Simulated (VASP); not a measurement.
# Mo in VASP: settings compared

Aim: see how the results for Mo move with the level of theory and the settings. Levels: PBE+D3(BJ), optB86b-vdW, rev-vdW-DF2. Tasks: single point.

All numbers are computed with VASP 6.6.1; they aren't measurements. Logs are shortened: lines on timing, memory, paths and dates and some standing lists are left out, and cuts for length are marked.

## (1) The structure

The cell holds a slab with vacuum, 45 atoms: a = 9.450 Å, b = 9.450 Å, c = 22.800 Å, α = 90.00°, β = 90.00°, γ = 90.00°.

The cell was built by a generator and needn't be a form met in nature.

## (2) Single point, PBE+D3(BJ)

INCAR reads:

```
PREC = Accurate
ENCUT = 400
EDIFF = 1E-6
ISMEAR = 1
SIGMA = 0.1
LREAL = Auto
LASPH = True
NELM = 60
ALGO = Fast
ISIF = 2
LWAVE = False
LCHARG = False
GGA = PE
IVDW = 12
NBANDS = 343
ISYM = 0
```

KPOINTS reads:

```
regular mesh
0
Gamma
  4 4 1
```

POSCAR reads:

```
Mo
1.0
    9.4500000000      0.0000000000      0.0000000000
    0.0000000000      9.4500000000      0.0000000000
    0.0000000000      0.0000000000     22.8000000000
Mo
45
Direct
    0.0000000000      0.0000000000      0.1096000000
    0.3333000000      0.0000000000      0.1096000000
    0.6667000000      0.0000000000      0.1096000000
    0.0000000000      0.3333000000      0.1096000000
    0.3333000000      0.3333000000      0.1096000000
    0.6667000000      0.3333000000      0.1096000000
    0.0000000000      0.6667000000      0.1096000000
    0.3333000000      0.6667000000      0.1096000000
    0.6667000000      0.6667000000      0.1096000000
    0.1667000000      0.1667000000      0.1787000000
    0.5000000000      0.1667000000      0.1787000000
    0.8333000000      0.1667000000      0.1787000000
    0.1667000000      0.5000000000      0.1787000000
    0.5000000000      0.5000000000      0.1787000000
    0.8333000000      0.5000000000      0.1787000000
    0.1667000000      0.8333000000      0.1787000000
    0.5000000000      0.8333000000      0.1787000000
    0.8333000000      0.8333000000      0.1787000000
    0.9998000000      0.9997000000      0.2462000000
    0.3331000000      0.9997000000      0.2472000000
    0.6670000000      0.9996000000      0.2445000000
    0.9996000000      0.3331000000      0.2471000000
    0.3332000000      0.3335000000      0.2435000000
    0.6671000000      0.3336000000      0.2471000000
    0.9995000000      0.6671000000      0.2445000000
    0.3335000000      0.6671000000      0.2472000000
    0.6670000000      0.6669000000      0.2462000000
    0.1699000000      0.1699000000      0.3168000000
    0.4989000000      0.1679000000      0.3176000000
    0.8310000000      0.1612000000      0.3154000000
    0.1676000000      0.4991000000      0.3178000000
    0.4969000000      0.4968000000      0.3169000000
    0.8358000000      0.5051000000      0.3155000000
    0.1617000000      0.8308000000      0.3155000000
    0.5054000000      0.8357000000      0.3154000000
    0.8336000000      0.8331000000      0.3192000000
    0.0188000000      0.0180000000      0.3792000000
    0.3231000000      0.9709000000      0.3803000000
    0.6574000000      0.0088000000      0.3775000000
    0.9714000000      0.3213000000      0.3802000000
    0.3324000000      0.3343000000      0.3779000000
    0.6958000000      0.3433000000      0.3802000000
    0.0057000000      0.6613000000      0.3773000000
    0.3451000000      0.6953000000      0.3803000000
    0.6488000000      0.6480000000      0.3792000000
```

Potentials or basis: VASP PAW PBE potentials, release 64 (Mo_sv).

Command:

```console
> cat potpaw_PBE.64/Mo_sv/POTCAR > POTCAR
> mpirun -np 8 vasp_std > vasp.out
```

OUTCAR:

```text
PREC = Accurate
   ENCUT = 400
   EDIFF = 1E-6
   ISMEAR = 1
   LREAL = Auto
   LASPH = True
   NELM = 60
   ISIF = 2
   GGA = PE
   IVDW = 12
   ISYM = 0
 IVDW          = 12

 ion  position               nearest neighbor table
   1  0.000  0.000  0.110-  10 2.73  12 2.73  16 2.73  18 2.73  19 3.11   3 3.15   4 3.15   7 3.15
                             2 3.15
   2  0.333  0.000  0.110-  10 2.73  16 2.73  11 2.73  17 2.73  20 3.14   8 3.15   1 3.15   5 3.15
                             3 3.15
   3  0.667  0.000  0.110-  12 2.73  18 2.73  17 2.73  11 2.73  21 3.08   9 3.15   1 3.15   6 3.15
                             2 3.15
   4  0.000  0.333  0.110-  10 2.73  12 2.73  13 2.73  15 2.73  22 3.14   6 3.15   1 3.15   5 3.15
                             7 3.15
   5  0.333  0.333  0.110-  10 2.73  11 2.73  13 2.73  14 2.73  23 3.05   4 3.15   2 3.15   8 3.15
                             6 3.15
   6  0.667  0.333  0.110-  12 2.73  11 2.73  15 2.73  14 2.73  24 3.14   4 3.15   3 3.15   9 3.15
                             5 3.15
   7  0.000  0.667  0.110-  16 2.73  18 2.73  13 2.73  15 2.73  25 3.08   9 3.15   1 3.15   8 3.15
                             4 3.15
   8  0.333  0.667  0.110-  16 2.73  13 2.73  17 2.73  14 2.73  26 3.14   7 3.15   2 3.15   9 3.15
                             5 3.15
   9  0.667  0.667  0.110-  18 2.73  17 2.73  15 2.73  14 2.73  27 3.11   7 3.15   3 3.15   8 3.15
                             6 3.15
  10  0.167  0.167  0.179-  23 2.67  19 2.71  22 2.72  20 2.72   5 2.73   4 2.73   2 2.73   1 2.73
                            28 3.15  13 3.15  11 3.15  16 3.15  12 3.15
  11  0.500  0.167  0.179-  23 2.67  21 2.69  24 2.72  20 2.72   5 2.73   6 2.73   2 2.73   3 2.73
                            12 3.15  14 3.15  10 3.15  17 3.15  29 3.17
[... 51 lines left out ...]
                            39 3.42
  38  0.323  0.971  0.380-  34 2.50  35 2.61  44 2.61  28 2.78  29 2.88  37 2.91  20 3.05  39 3.18
                            41 3.44
  39  0.657  0.009  0.377-  29 2.52  35 2.60  30 2.60  36 2.70  21 3.04  38 3.18  42 3.18  45 3.41
                            37 3.42
  40  0.971  0.321  0.380-  30 2.50  42 2.61  33 2.61  28 2.77  31 2.88  37 2.90  22 3.05  43 3.23
                            41 3.41
  41  0.332  0.334  0.378-  32 2.59  28 2.59  31 2.59  29 2.62  23 3.06  44 3.41  40 3.41  42 3.44
                            38 3.44
  42  0.696  0.343  0.380-  33 2.50  30 2.60  40 2.61  32 2.78  29 2.87  45 2.91  24 3.05  39 3.18
                            41 3.44
  43  0.006  0.661  0.377-  31 2.56  34 2.59  33 2.60  36 2.65  25 3.03  44 3.22  40 3.23  37 3.37
                            45 3.38
  44  0.345  0.695  0.380-  35 2.50  34 2.61  38 2.61  32 2.77  31 2.88  45 2.90  26 3.05  43 3.22
                            41 3.41
  45  0.649  0.648  0.379-  32 2.47  33 2.66  35 2.66  36 2.83  44 2.90  42 2.91  27 3.04  43 3.38
                            39 3.41

IMPORTANT INFORMATION: All symmetrisations will be switched off!
NOSYMM: (Re-)initialisation of all symmetry stuff for point group C_1.

----------------------------------------------------------------------------------------

                                     Primitive cell

  volume of cell :    2036.0970

  direct lattice vectors                    reciprocal lattice vectors
     9.450000000  0.000000000  0.000000000     0.105820106  0.000000000  0.000000000
     0.000000000  9.450000000  0.000000000     0.000000000  0.105820106  0.000000000
     0.000000000  0.000000000 22.800000000     0.000000000  0.000000000  0.043859649

  length of vectors
     9.450000000  9.450000000 22.800000000     0.105820106  0.105820106  0.043859649

  position of ions in fractional coordinates (direct lattice)
     0.000000000  0.000000000  0.109600000
     0.333300000  0.000000000  0.109600000
     0.666700000  0.000000000  0.109600000
     0.000000000  0.333300000  0.109600000
     0.333300000  0.333300000  0.109600000
     0.666700000  0.333300000  0.109600000
[... 37 lines left out ...]
     0.345100000  0.695300000  0.380300000
     0.648800000  0.648000000  0.379200000

  ion indices of the primitive-cell ions
   primitive index   ion index
                 1           1
                 2           2
                 3           3
                 4           4
                 5           5
                 6           6
[... 37 lines left out ...]
                44          44
                45          45

----------------------------------------------------------------------------------------

 KPOINTS: regular mesh

Automatic generation of k-mesh.
 Grid dimensions read from file:
 generate k-points for:    4    4    1

 Generating k-lattice:

  Cartesian coordinates                     Fractional coordinates (reciprocal lattice)
     0.026455026  0.000000000  0.000000000     0.250000000  0.000000000  0.000000000
     0.000000000  0.026455026  0.000000000     0.000000000  0.250000000  0.000000000
     0.000000000  0.000000000  0.043859649     0.000000000  0.000000000  1.000000000

  Length of vectors
     0.026455026  0.026455026  0.043859649

  Shift w.r.t. Gamma in fractional coordinates (k-lattice)
     0.000000000  0.000000000  0.000000000

 Subroutine IBZKPT returns following result:
 ===========================================

 Found     10 irreducible k-points:

 Following reciprocal coordinates:
            Coordinates               Weight
  0.000000  0.000000  0.000000      1.000000
  0.250000  0.000000  0.000000      2.000000
  0.000000  0.250000  0.000000      2.000000
  0.500000  0.000000  0.000000      1.000000
  0.000000  0.500000  0.000000      1.000000
  0.250000  0.250000  0.000000      2.000000
 -0.250000  0.250000  0.000000      2.000000
  0.500000  0.250000  0.000000      2.000000
 -0.250000  0.500000  0.000000      2.000000
  0.500000  0.500000  0.000000      1.000000
   k-points           NKPTS =     10   k-points in BZ     NKDIM =     10   number of bands    NBANDS=    344
   number of dos      NEDOS =    301   number of ions     NIONS =     45
   total plane-waves  NPLWV = 614400
   dimension x,y,z NGX =    64 NGY =   64 NGZ =  150
   dimension x,y,z NGXF=   128 NGYF=  128 NGZF=  300
   ions per type =              45
   NGX,Y,Z   is equivalent  to a cutoff of  11.26, 11.26, 10.94 a.u.
   NGXF,Y,Z  is equivalent  to a cutoff of  22.52, 22.52, 21.87 a.u.
 SYSTEM =  unknown system
   PREC   = accura    normal or accurate (medium, high low for compatibility)
   ISTART =      0    job   : 0-new  1-cont  2-samecut
   ICHARG =      2    charge: 1-file 2-atom 10-const
   ISPIN  =      1    spin polarized calculation?
   LNONCOLLINEAR =      F non collinear calculations
   LSORBIT =      F    spin-orbit coupling
   LASPH  =      T    aspherical Exc in radial PAW
   ENCUT  =  400.0 eV  29.40 Ry    5.42 a.u.  15.41 15.41 37.18*2*pi/ulx,y,z
   NELM   =     60;   NELMIN=  2; NELMDL= -5     # of ELM steps
   EDIFF  = 0.1E-05   stopping-criterion for ELM
   LREAL  =      T    real-space projection
   EDIFFG = 0.1E-04   stopping-criterion for IOM
   NSW    =      0    number of steps for IOM
   IBRION =     -1    ionic relax: 0-MD 1-quasi-New 2-CG
   NFREE  =      0    steps in history (QN), initial steepest desc. (CG)
   ISIF   =      2    stress and relaxation
   ISYM   =      0    0-nonsym 1-usesym 2-fastsym
   POTIM  = 0.5000    time-step for ionic-motion
   TEBEG  =    0.0;   TEEND  =   0.0 temperature during run
   PSTRESS=    0.0 pullay stress
   NELECT =     630.0000    total number of electrons
   NUPDOWN=      -1.0000    fix difference up-down
   EMIN   =  10.00;   EMAX   =-10.00  energy-range for DOS
   EFERMI =   0.00;   METHOD = LEGACY
   ISMEAR =     1;   SIGMA  =   0.10  broadening in eV -4-tet -1-fermi 0-gaus
   EFERMI_NEDOS =   21; number of points for ismear=-14 and -15
   IALGO  =     68    algorithm
   IMIX   =      4    mixing-type and parameters
     AMIX     =   0.40;   BMIX     =  1.00
     AMIX_MAG =   1.60;   BMIX_MAG =  1.00
  volume/ion in A,a.u.               =      45.25       305.34
  Fermi-wavevector in a.u.,A,eV,Ry     =   1.107275  2.092446 16.681533  1.226058
  Thomas-Fermi vector in A             =   2.243787
   LORBIT       =      0    0 simple, 1 ext, 2 COOP (PROOUT), +10 PAW based schemes
   GGA     = PE    functional components
   LHFCALC =     F    Hartree Fock is set to
   AEXX    =    0.0000 exact exchange contribution
   IVDW    =    12    specifies the selected vdW correction
   LEPSILON=     F    determine dielectric tensor
   LRPA    =     F    only Hartree local field effects (RPA)
 non-spin polarized calculation
 RMM-DIIS sequential band-by-band and
 Methfessel and Paxton  Order N= 1 SIGMA  =   0.10
  energy-cutoff  :      400.00
  volume of cell :     2036.10
 maximum number of plane-waves:     37074
 NGX is ok and might be reduce to    64
   NGX = 31   NGY = 31   NGZ = 75

 number of electron     630.0000028 magnetization

 Free energy of the ion-electron system (eV)
  ---------------------------------------------------
  ext. energy  EPLUGINS =         0.00000000
  ---------------------------------------------------
  free energy    TOTEN  =      -454.56240327 eV

  energy without entropy =     -454.57419097  energy(sigma->0) =     -454.56633250

 E-fermi :   1.7784     XC(G=0):  -5.6427

 val. band max:        1.7730909991   @ k =  -0.2500   0.2500   0.0000
 cond. band min:       1.7882965134   @ k =  -0.2500   0.5000   0.0000
 fundamental gap:      0.0152055143
 Fermi energy:         1.7783997458

 k-point     1 :       0.0000    0.0000    0.0000
  band No.  band energies     occupation
      1     -59.4247      2.00000
      2     -59.3323      2.00000
      3     -59.3266      2.00000
      4     -59.3257      2.00000
      5     -59.3235      2.00000
      6     -59.2841      2.00000
[... 3289 lines left out ...]
    326       2.0800     -0.00017
    327       2.1296     -0.00001
 [bands above 327 left out]

------------------------ aborting loop because EDIFF is reached ----------------------------------------

 Edisp (eV)  -22.69127

 E8    (eV) :   -11.1305

  FORCE on cell =-STRESS in cart. coord.  units (eV):
  Direction    XX          YY          ZZ          XY          YZ          ZX
  --------------------------------------------------------------------------------------
  -------------------------------------------------------------------------------------
  Total     -59.99409   -59.99254   -20.76721     3.05033    -0.03310     0.06705
  in kB     -47.20854   -47.20733   -16.34144     2.40027    -0.02604     0.05276
  external pressure =      -36.92 kB  Pullay stress =        0.00 kB

 VOLUME and BASIS-vectors are now :
 -----------------------------------------------------------------------------
  energy-cutoff  :      400.00
  volume of cell :     2036.10
      direct lattice vectors                 reciprocal lattice vectors
     9.450000000  0.000000000  0.000000000     0.105820106  0.000000000  0.000000000
     0.000000000  9.450000000  0.000000000     0.000000000  0.105820106  0.000000000
     0.000000000  0.000000000 22.800000000     0.000000000  0.000000000  0.043859649

 POSITION                                       TOTAL-FORCE (eV/Angst)
 -----------------------------------------------------------------------------------
      0.00000      0.00000      2.49888        -0.053089     -0.049337      1.242999
      3.14969      0.00000      2.49888         0.032235      0.127189      1.277235
      6.30031      0.00000      2.49888         0.003671     -0.005575      1.197317
      0.00000      3.14969      2.49888         0.125625      0.014954      1.269635
      3.14969      3.14969      2.49888        -0.017505      0.016268      1.073728
      6.30031      3.14969      2.49888        -0.127232     -0.033950      1.272618
[... 37 lines left out ...]
      3.26120      6.57059      8.67084         0.010958     -0.019577      0.050711
      6.13116      6.12360      8.64576         0.005830     -0.001778      0.051933
 -----------------------------------------------------------------------------------
    total drift:                               -0.000708     -0.000047     -0.000823

  FREE ENERGIE OF THE ION-ELECTRON SYSTEM (eV)
  ---------------------------------------------------
  free  energy   TOTEN  =      -477.2536715973 eV

  energy  without entropy=     -477.2654592973  energy(sigma->0) =     -477.25760083
```

Run time: 37 min. Hardware: 8 MPI ranks of Intel Xeon 6975P-C (Granite Rapids), shared host; peak memory 0.65 GiB.

Results:

```yaml
Free_energy: -477.2537 eV
Largest_force: 1.325 eV/Å
Band_gap_on_the_k_mesh: none (metal or under the smearing width)
Dispersion_energy_per_atom: -0.504 eV
```

Forces on the atoms (eV/Å):
```
Mo  -0.053 -0.049  1.243
Mo   0.032  0.127  1.277
Mo   0.004 -0.006  1.197
Mo   0.126  0.015  1.270
Mo  -0.018  0.016  1.074
Mo  -0.127 -0.034  1.273
Mo  -0.031  0.032  1.200
Mo  -0.020 -0.123  1.276
Mo   0.048  0.055  1.244
Mo   0.006  0.005 -1.231
Mo   0.011 -0.015 -1.204
Mo   0.000 -0.056 -1.324
Mo  -0.001  0.001 -1.187
Mo  -0.009 -0.006 -1.225
Mo   0.023  0.053 -1.322
Mo  -0.053 -0.013 -1.315
Mo   0.047  0.007 -1.321
Mo   0.015 -0.006 -1.175
Mo   0.003 -0.004  0.006
Mo   0.002 -0.007 -0.011
Mo   0.005  0.000 -0.014
Mo   0.004  0.004  0.017
Mo  -0.003  0.010 -0.028
Mo  -0.006  0.000  0.019
Mo   0.006  0.004 -0.025
Mo   0.008 -0.012 -0.009
Mo  -0.005 -0.004  0.006
Mo   0.004 -0.005 -0.010
Mo  -0.021  0.010 -0.018
Mo  -0.020 -0.035 -0.034
Mo   0.003 -0.008 -0.018
Mo  -0.007 -0.002 -0.034
Mo   0.014  0.014 -0.021
Mo  -0.032  0.000 -0.029
Mo   0.028  0.012 -0.017
Mo  -0.008  0.007  0.005
Mo   0.002 -0.004  0.050
Mo  -0.008  0.031  0.048
Mo   0.034 -0.013  0.036
Mo   0.031  0.006  0.060
Mo   0.001 -0.003  0.076
Mo  -0.032  0.015  0.059
Mo  -0.019  0.002  0.035
Mo   0.011 -0.020  0.051
Mo   0.006 -0.002  0.052
```

(Part 1 of 3 ends here.)
